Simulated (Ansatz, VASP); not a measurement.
## GaN: VASP beside Ansatz

The input INCAR:

```
ALGO = Fast
EDIFF = 1E-7
ENCUT = 520
GGA = PE
ISIF = 2
ISMEAR = 0
LASPH = True
LCHARG = False
LREAL = False
LWAVE = False
NELM = 80
PREC = Accurate
SIGMA = 0.015
```

Contents of KPOINTS:

```
k-points
0
Gamma
  10 10 5
```

POSCAR

```
GaN
1.0
    3.1800000000      0.0000000000      0.0000000000
   -1.5900000000      2.7539607840      0.0000000000
    0.0000000000      0.0000000000      5.1660000000
Ga N
2 2
Direct
    0.6666666667      0.3333333333      0.5000000000
    0.3333333333      0.6666666667      0.0000000000
    0.6666666667      0.3333333333      0.8750000000
    0.3333333333      0.6666666667      0.3750000000
```

File input.yaml:

```yaml
crystal:
  lattice:
    - [3.18, 0.0, 0.0]
    - [-1.59, 2.753960784, 0.0]
    - [0.0, 0.0, 5.166]
  atoms:
    - { symbol: Ga, position: [0.6666666667, 0.3333333333, 0.5] }
    - { symbol: Ga, position: [0.3333333333, 0.6666666667, 0.0] }
    - { symbol: "N", position: [0.6666666667, 0.3333333333, 0.875] }
    - { symbol: "N", position: [0.3333333333, 0.6666666667, 0.375] }
hamiltonian:
  xc: pbe
  pseudopotentials: { kind: paw }
kpoints:
  mp_grid: { grid: [10, 10, 5] }
scf:
  occupations: { method: gaussian, width: 0.015 }
output:
  forces: true
  stress: true
  eigenvalues: true
```

Alike in both runs: task single point; functional PBE; k mesh 10 × 10 × 5; occupations gaussian, width 0.015 eV; no spin polarisation.

```csv
,VASP,Ansatz
version,VASP 6.6.1,Ansatz 0.2.0
potentials or method,"VASP PAW PBE potentials, release 64 (Ga_d, N)",Ansatz PAW
plane-wave cutoff (eV),520,420
valence electrons in the cell,36,36
```

Ansatz gave:

```
gap on the k mesh at the Fermi level (eV)       : 1.96
least direct gap on the mesh (eV)               : 1.96
pressure (GPa)                                  : 7.3
largest component of the traceless stress (GPa) : 1.43
rms of the force components (eV/Å)              : 0.079
```

Problem. What did VASP give for the same quantities?

Solution. gap on the k mesh at the Fermi level (eV): 1.97; least direct gap on the mesh (eV): 1.97; pressure (GPa): 7.5; largest component of the traceless stress (GPa): 1.45; rms of the force components (eV/Å): 0.078.

Atom by atom the forces differ by 0.001 eV/Å (rms over components). The functional is the same, so the differences come from potentials, cutoffs and numerics.

Caveats: odd divisions of the mesh miss points on the zone boundary, where band edges often lie, so the gap on the mesh can be too wide (Ansatz); the pressure holds a Pulay correction of +0.5 GPa for the finite cutoff (Ansatz). A hybrid or GW would open this gap; PBE tends to underestimate it.
